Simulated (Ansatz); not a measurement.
# Re under changes of volume

One of the cells (14.714 Å³/atom); the others are scaled copies at fixed shape and fractional positions:

```
Re
1.0
     2.76080    0.00000    0.00000
    -1.38040    2.39092    0.00000
     0.00000    0.00000    4.45820
Re
2
Direct
  0.66667 0.33333 0.75000
  0.33333 0.66667 0.25000
```

| Item | Value |
| --- | --- |
| Program | Ansatz 0.2.0 |
| Functional | PBEsol |
| Potentials or basis | Ansatz PAW |
| Cutoff | 420 eV (not typed: the program's choice for these potentials) |
| k mesh | 11 × 11 × 6 |
| Occupations | fermi-dirac, width 0.05 eV |
| Spin | no spin polarisation |

```tsv
volume (Å³/atom)	energy over the lowest point (meV/atom)	pressure (GPa)
13.831	45.77	22.1
14.125	14.41	12.4
14.420	0.00	3.6
14.714	0.82	-4.2
15.008	15.32	-11.2
15.303	42.04	-17.5
15.597	?	?
```

What does the run at 15.597 Å³/atom give?

Energy over the lowest point 79.70 meV/atom; pressure -23.2 GPa.

Worked out: A Birch-Murnaghan fit of order 3 (a polynomial in V^(-2/3)) to the other rows has its minimum at 14.55 Å³/atom with B0 = V·E''(V) = 390 GPa and B' = 4.5 at fixed shape and positions, which overstates the stiffness. It gives 79.64 meV/atom at 15.597 Å³/atom, against the run's 79.70, and -dE/dV = -23.2 GPa, against -23.2.

Energies are extrapolated to zero smearing.

Caveats: the PAW data sets come from PBE, with cores solved anew for the run's functional, which leaves a small shift of forces and pressure.
